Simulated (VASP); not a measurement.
Set up this calculation in VASP 6.6.1, as the native input.

```yaml
Task: single point
Functional: PBE
Potentials_or_basis: VASP PAW PBE potentials, release 64 (C)
Cutoff: 520 eV
k_mesh: 13 × 13 × 13
Occupations: gaussian, width 0.025 eV
Spin: no spin polarisation
Further_INCAR_settings: ALGO = Fast; EDIFF = 1e-06
```

The structure of C lies in POSCAR:

```
C
1.0
    0.0000000000      1.7833700000      1.7833700000
    1.7833700000      0.0000000000      1.7833700000
    1.7833700000      1.7833700000      0.0000000000
C
2
Direct
    0.7500000000      0.7500000000      0.7500000000
    0.5000000000      0.5000000000      0.5000000000
```

This isn't the form of C at room conditions, which is graphite.

One way to write it, as run:

INCAR

```
SYSTEM = C
ALGO = Fast ; EDIFF = 1E-6
ENCUT = 520 ; GGA = PE
ISIF = 2 ; ISMEAR = 0
LASPH = .TRUE. ; LCHARG = .TRUE.
LELF = .TRUE. ; LREAL = .FALSE.
LVHAR = .TRUE. ; LWAVE = .FALSE.
NELM = 100 ; PREC = Accurate
SIGMA = 0.025
```

KPOINTS

```
k-points
0
G
  13 13 13
  0 0 0
```

Potentials or basis: VASP PAW PBE potentials, release 64 (C).

Launch:

```bash
$ cat potpaw_PBE.64/C/POTCAR > POTCAR
$ mpirun -np 1 vasp_std > vasp.out
```

It gave:

The pressure is 2.5 GPa. The band gap on the k mesh is 4.14 eV, indirect (least direct gap 5.59 eV).

Caveat: an odd mesh through Γ misses points on the zone boundary, where band edges often lie.

Wall time 4.6 s on 1 thread of Intel(R) Xeon(R) 6975P-C (Granite Rapids), with other jobs on the host, peak memory 0.12 GiB.
